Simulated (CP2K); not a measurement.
TiO2 (Anatase):

```
Ti O
1.0
     5.45820    0.00000    0.00000
     2.83460    4.66444    0.00000
    -4.14640   -2.33222    2.67583
Ti O
2 4
Direct
  0.75000 0.25000 0.50000
  0.00000 0.00000 0.00000
  0.79190 0.79190 0.00000
  0.54190 0.04190 0.50000
  0.95810 0.45810 0.50000
  0.20810 0.20810 0.00000
```

Program: CP2K 2026.2. Alike in all runs: task band structure; no spin polarisation; cell as given; k mesh 7 × 7 × 7; smearing fermi-dirac 0.05 eV.

Q: Order these runs on this cell by their pressure, lowest first.
A. level BLYP; potentials or basis GTH_POTENTIALS Ti GTH-BLYP-q12, O GTH-BLYP-q6; TZVP-MOLOPT-PBE-GTH basis; NGRIDS 4; points a segment of the path (NPOINTS) 6; bands added on the path 2
B. level revPBE; potentials or basis POTENTIAL_UZH Ti GTH-PBE-q12, O GTH-PBE-q6; TZVP-MOLOPT-PBE-GTH basis; NGRIDS 4; points a segment of the path (NPOINTS) 10; bands added on the path 4
C. level PBEsol; potentials or basis POTENTIAL_UZH Ti GTH-PBE-q12, O GTH-PBE-q6; TZVP-MOLOPT-PBE-GTH basis; NGRIDS 4; points a segment of the path (NPOINTS) 10; bands added on the path 6
D. level LDA; potentials or basis GTH_POTENTIALS Ti GTH-PADE-q12, O GTH-PADE-q6; TZVP-MOLOPT-PBE-GTH basis; NGRIDS 5; points a segment of the path (NPOINTS) 8; bands added on the path 2

A: D (-6.5 GPa), C (0.4 GPa), B (8.8 GPa), A (10.6 GPa).

Caveats: the basis of atomic orbitals isn't converged, which shifts pressures, moduli and gaps; the potentials were made for another functional, which shifts forces and pressure (some runs).

Runs at the PBE level aren't shown here.
